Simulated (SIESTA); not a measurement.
Runs of SIESTA 5.4.2 on PtS2. The structure is trigonal, space group P-3m1 (No. 164). Conventional cell: a = 3.543 Å, b = 3.543 Å, c = 5.039 Å, α = 90.00°, β = 90.00°, γ = 120.00°. Pt (site symmetry -3m) is surrounded by 6 S at 2.34 Å. S (site symmetry 3m) is surrounded by 3 Pt at 2.34 Å. 

```csv
task,level,potentials or basis,cell,force tolerance,gap on the mesh (eV),pressure (GPa),relaxed volume (Å³/atom),largest force (eV/Å)
single point,PBE,"PseudoDojo 0.4 standard (PBE files), DZP (energy shift 0.002 Ry)",as given,-,(b),14.9,-,1.97
relaxation of cell and atoms,PBE,"PseudoDojo 0.4 standard (PBE files), SZ (energy shift 0.002 Ry)",relaxed,0.04 eV/Å,none,-0.2,20.89,0.02
single point,PBE,"PseudoDojo 0.4 standard (PBE files), DZP (energy shift 0.002 Ry)","atoms moved at random, drawn with an rms of 0.05 Å",-,0.81,12.9,-,2.07
relaxation of cell and atoms,LDA,"PseudoDojo 0.4 standard (LDA files), DZP (energy shift 0.002 Ry)",relaxed,0.01 eV/Å,none,0.0,(a),-
```

Alike in all rows: no spin polarisation; k mesh 9 × 9 × 5; smearing fermi-dirac 0.05 eV; grid cutoff 800 Ry; energy shift 0.002 Ry.

Task: Estimate the missing entries.

Result: (a) 16.34; (b) 0.94.

Caveats: the basis of atomic orbitals isn't converged, which shifts pressures, moduli and gaps; semicore shells carry a single zeta, which can move pressures by several GPa and volumes by a few percent (some runs); spin-orbit coupling is left out, which moves the levels of the heavy elements (some runs); an odd mesh through Γ misses points on the zone boundary, where band edges often lie (some runs); forces of over 1 eV/Å show positions far from the minimum, so gaps and moduli don't describe the material at rest (some runs); the basis has no polarisation orbitals (some runs); short orbitals over semicore shells can move pressures by several GPa (some runs).

A k mesh can miss the band edges, and the runs leave out spin-orbit coupling on Pt.

A gap of «none» marks a metal or a gap under the smearing width.
